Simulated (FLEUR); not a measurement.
The system is Ge.

```xyz
2
Lattice="1.4881 -2.5947 0.0000 1.4881 2.5947 0.0000 0.0000 0.0000 4.7276" Properties=species:S:1:pos:R:3 pbc="T T T"
Ge    1.4881    0.8643    1.1819
Ge    1.4881   -0.8643    3.5457
```

This isn't the form of Ge at room conditions, which is diamond.

| Item | Value |
| --- | --- |
| Program | FLEUR MaX-R8.1 (later development tree) |
| Task | single point |
| Functional | PBEsol |
| Potentials or basis | all-electron |
| Basis | FLAPW |
| Kmax | 4.1 1/bohr |
| k mesh | 10 × 10 × 6 |
| Occupations | fermi-dirac, width 0.05 eV |
| Spin | no spin polarisation |
| Gmax | 12.7 1/bohr |
| Muffin-tin radii | Ge 2.48 bohr |
| lmax | Ge 10 |
| lnonsphr | Ge 10 |
| Local orbitals a species | Ge 6 |
| Max iterations | 60 |
| Mixing factor | 0.05 |
| Mixer | Anderson |
| Mixer history | 15 |

On this cell: largest force under 0.003 eV/Å; band gap on the k mesh none (metal or under the smearing width).

The same run follows on a disturbed copy (atoms moved at random, drawn with an rms of 0.05 Å):

```
Ge
1.0
     1.48805   -2.59469    0.00000
     1.48805    2.59469    0.00000
     0.00000    0.00000    4.72760
Ge
2
Cartesian
  1.4977 0.9140 1.1971
  1.5104 -0.8905 3.5233
```

Task: What does the disturbed cell give?

Result: The energy (extrapolated to zero smearing) moves by -0.0 meV/atom; largest force 0.023 eV/Å; band gap on the k mesh none (metal or under the smearing width).

Forces in eV/Å, atoms in the order of the input:
```
Ge   0.000 -0.011 -0.021
Ge   0.000  0.011  0.021
```
